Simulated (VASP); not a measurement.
Wanted: the native input for a VASP 6.6.1 run.

| Property | Result |
| --- | --- |
| Task | single point |
| Functional | PBE |
| Potentials or basis | VASP PAW PBE potentials, release 64 (Zr_sv, S) |
| Cutoff | 520 eV |
| k mesh | 6 × 6 × 6 |
| Occupations | fermi-dirac, width 0.05 eV |
| Spin | no spin polarisation |
| Further INCAR settings | ALGO = Normal; EDIFF = 1e-07; NBANDS = 32 |

The structure of Zr3S2 lies in POSCAR:

```
Zr3S2
1.0
    2.9025379727      1.6757810799      3.4877732718
   -2.9025379727      1.6757810799      3.4877732718
    0.0000000000     -3.3515621597      3.4877732718
Zr S
3 2
Direct
    0.8451640000      0.4957590000      0.1468560000
    0.4962570000      0.1619030000      0.8477010000
    0.1402330000      0.8567920000      0.4974680000
    0.6568480000      0.6643250000      0.6612470000
    0.3326670000      0.3457420000      0.3378430000
```

The cell comes from a database or a generator and needn't be the stable form of this composition.

The cell isn't the ideal one: atoms moved at random, drawn with an rms of 0.05 Å.

These files were run (other wordings do the same):

INCAR

```
SYSTEM = Zr3S2
  PREC = Accurate
  ENCUT = 520
  EDIFF = 1E-7
  ISMEAR = -1
  SIGMA = 0.05
  LREAL = .False.
  LASPH = .True.
  NELM = 80
  ALGO = Normal
  ISIF = 2
  LWAVE = .False.
  LCHARG = .False.
  GGA = PE
  NBANDS = 32
```

KPOINTS

```
regular mesh
0
Gamma
  6 6 6
  0 0 0
```

Potentials or basis: VASP PAW PBE potentials, release 64 (Zr_sv, S).

Command:

```console
$ cat potpaw_PBE.64/Zr_sv/POTCAR potpaw_PBE.64/S/POTCAR > POTCAR
$ mpirun -np 1 vasp_std > vasp.out
```

Results of the run:

* Pressure: -1.4 GPa
* Largest force: 0.829 eV/Å
* Band gap on the k mesh: none (metal or under the smearing width)

Run time: 8.3 min on 1 thread of Intel(R) Xeon(R) Platinum 8175M CPU @ 2.50GHz (Skylake/Cascade Lake), on a shared host, peak memory 0.4 GiB.
